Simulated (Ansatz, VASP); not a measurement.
This is a calculation of GaN for VASP 6.6.1.

File INCAR:

```
SYSTEM = GaN
  PREC = Accurate
  ENCUT = 520
  EDIFF = 1E-7
  ISMEAR = -1
  SIGMA = 0.05
  LREAL = .FALSE.
  LASPH = .TRUE.
  NELM = 60
  ALGO = Normal
  ISIF = 2
  LWAVE = .FALSE.
  LCHARG = .FALSE.
  GGA = PE
  NBANDS = 26
```

The input KPOINTS:

```
Automatic mesh
0
G
  10 10 5
  0 0 0
```

Contents of POSCAR:

```
GaN
1.0
    3.2010602164      0.0000000000      0.0000000000
   -1.6005301082      2.7721994664      0.0000000000
    0.0000000000      0.0000000000      5.2002129176
Ga N
2 2
Direct
    0.6666666667      0.3333333333      0.5000000000
    0.3333333333      0.6666666667      0.0000000000
    0.6666666667      0.3333333333      0.8750000000
    0.3333333333      0.6666666667      0.3750000000
```

Potentials or basis: VASP PAW PBE potentials, release 64 (Ga_d, N).

Launch:

```sh
$ cat potpaw_PBE.64/Ga_d/POTCAR potpaw_PBE.64/N/POTCAR > POTCAR
$ mpirun -np 1 vasp_std > vasp.out
```

**Question.** Translate it to Ansatz 0.2.0. Potentials there: Ansatz PAW.

**Answer.** As run (the cutoff follows the program's own potentials):

File input.yaml:

```yaml
crystal:
  lattice:
    - [3.2010602164, 0.0, 0.0]
    - [-1.6005301082, 2.7721994664, 0.0]
    - [0.0, 0.0, 5.2002129176]
  atoms:
    - { symbol: Ga, position: [0.6666666667, 0.3333333333, 0.5] }
    - { symbol: Ga, position: [0.3333333333, 0.6666666667, 0.0] }
    - { symbol: "N", position: [0.6666666667, 0.3333333333, 0.875] }
    - { symbol: "N", position: [0.3333333333, 0.6666666667, 0.375] }
hamiltonian:
  xc: pbe
  pseudopotentials: { kind: paw }
kpoints:
  mp_grid: { grid: [10, 10, 5] }
scf:
  occupations: { method: fermi_dirac, width: 0.05 }
output:
  forces: true
  stress: true
  eigenvalues: true
```

Potentials or basis: Ansatz PAW.

Launch:

```bash
$ ansatz run input.yaml --threads 1 --pin off --max-ram 3584MiB --backend cpu --events-out ev --progress --plain --runs-dir out
```

Both were run:

|  | VASP | Ansatz | Ansatz less VASP |
| --- | --- | --- | --- |
| gap on the k mesh at the Fermi level (eV) | 1.84 | 1.83 | -0.007 |
| least direct gap on the mesh (eV) | 1.84 | 1.83 | -0.007 |
| pressure (GPa) | 3.5 | 3.4 | -0.08 |
| largest component of the traceless stress (GPa) | 1.33 | 1.32 | -0.009 |
| rms of the force components (eV/Å) | 0.075 | 0.076 | +0.0012 |

Atom by atom the forces differ by 0.001 eV/Å (rms over components). The functional is the same, so the differences come from potentials, cutoffs and numerics.

Caveats: odd divisions of the mesh miss points on the zone boundary, where band edges often lie, so the gap on the mesh can be too wide (Ansatz); the pressure holds a Pulay correction of +0.5 GPa for the finite cutoff (Ansatz).
